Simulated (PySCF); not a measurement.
Compound: norbornadiene, C7H8.
SMILES with atom numbers: `[CH:1]1=[CH:2][C@@H:3]2[CH:4]=[CH:5][C@H:6]1[CH2:7]2` (hydrogens: H8 on C1; H9 on C2; H10 on C3; H11 on C4; H12 on C5; H13 on C6; H14, H15 on C7)

Structure used (PBE0-D3(BJ)/def2-SVP), in Å, numbered top down from 1:
```
atom  x, y, z in Å
C1     1.320    0.534   -0.464
C2     1.225   -0.798   -0.402
C3    -0.112   -1.120    0.281
C4    -1.230   -0.634   -0.651
C5    -1.135    0.697   -0.714
C6     0.047    1.104    0.176
C7    -0.137    0.050    1.295
H8     2.105    1.131   -0.929
H9     1.915   -1.540   -0.805
H10   -0.219   -2.140    0.671
H11   -1.918   -1.285   -1.193
H12   -1.727    1.386   -1.318
H13    0.088    2.161    0.470
H14   -1.097    0.143    1.825
H15    0.701    0.023    2.008
```

Computed with PySCF at PBE0/pcSseg-1 and CAM-B3LYP/def2-SVPD, non-relativistic, on one gas-phase PBE0-D3(BJ)/def2-SVP geometry that isn't relaxed in the solvent. The solvent is an IEF-PCM continuum (Bondi radii, 1.10 Å for H, scaled by 1.2). Specific hydrogen bonds and non-electrostatic terms are outside this model.

Gas phase at PBE0/pcSseg-1: HOMO -6.49 eV, LUMO -0.31 eV, dipole 0.03 D.

**Question.** What does the continuum do to the energy, the frontier levels and the dipole at PBE0/pcSseg-1 in chloroform?

**Answer.** 
```tsv
solvent	ε	E(solvent) − E(gas) (kJ/mol)	polarisation term (kJ/mol)	distortion of the solute (kJ/mol)	HOMO (eV)	LUMO (eV)	dipole (D)
chloroform	4.711	-6.39	-6.73	0.34	-6.52	-0.33	0.06
```

Polarisation term: ½ Σ q·V over the induced surface charges. Distortion: the rise of the solute's own energy as its density leaves the gas-phase optimum.

Gas phase at CAM-B3LYP/def2-SVPD: HOMO -7.81 eV, LUMO 0.75 eV, dipole 0.04 D.

**Question.** What does the continuum do to the energy, the frontier levels and the dipole at CAM-B3LYP/def2-SVPD in chloroform?

**Answer.** 
| solvent | ε | E(solvent) − E(gas) (kJ/mol) | polarisation term (kJ/mol) | distortion of the solute (kJ/mol) | HOMO (eV) | LUMO (eV) | dipole (D) |
| --- | --- | --- | --- | --- | --- | --- | --- |
| chloroform | 4.711 | -5.88 | -6.27 | 0.39 | -7.81 | 0.76 | 0.09 |

**Question.** How does the static polarisability (CAM-B3LYP/def2-SVPD, frozen core, with the continuum's full static response) change?

**Answer.** 
```tsv
medium	isotropic (au)	principal values (au)	⟨r²⟩ of the electrons (bohr²)
gas	71.7	64.0, 72.3, 78.9	545.1
chloroform	90.7	80.0, 90.0, 102.0	544.7
```

The isotropic value in chloroform is 1.26 times the gas-phase one; no cavity-field correction is applied. ⟨r²⟩ is taken about the centre of nuclear charge.
